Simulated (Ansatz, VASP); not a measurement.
**ZrSi6 in VASP and in Ansatz**

```xyz
7
Lattice="5.6592 0.0000 0.0000 0.0000 5.6592 0.0000 0.0000 0.0000 5.6592" Properties=species:S:1:pos:R:3 pbc="T T T"
Zr    0.0000    0.0000    0.0000
Si    4.5424    2.8296    2.8296
Si    1.1169    2.8296    2.8296
Si    2.8296    4.5424    2.8296
Si    2.8296    1.1169    2.8296
Si    2.8296    2.8296    4.5424
Si    2.8296    2.8296    1.1169
```

Alike in both runs: functional PBE; k mesh 4 × 4 × 4; occupations gaussian, width 0.1 eV; no spin polarisation.

Ansatz relaxed the structure, and its values are those at the end. VASP's run is a single point on that final structure, the one shown.

|  | VASP | Ansatz |
| --- | --- | --- |
| version | VASP 6.6.1 | Ansatz 0.2.0 |
| potentials or method | VASP PAW PBE potentials, release 64 (Zr_sv, Si) | scalar-relativistic, plane waves, PAW |
| plane-wave cutoff (eV) | 520 | 420 |
| valence electrons in the cell | 36 | 36 |

Ansatz gave:

- gap on the k mesh at the Fermi level (eV): none
- pressure (GPa): 0.0

**Question.** Estimate VASP's values.

**Answer.** gap on the k mesh at the Fermi level (eV): none; pressure (GPa): -0.1.

A gap of «none» marks a metal or a gap that the smearing closes. With one functional, cell and mesh, what is left measures potentials, basis and numerics.
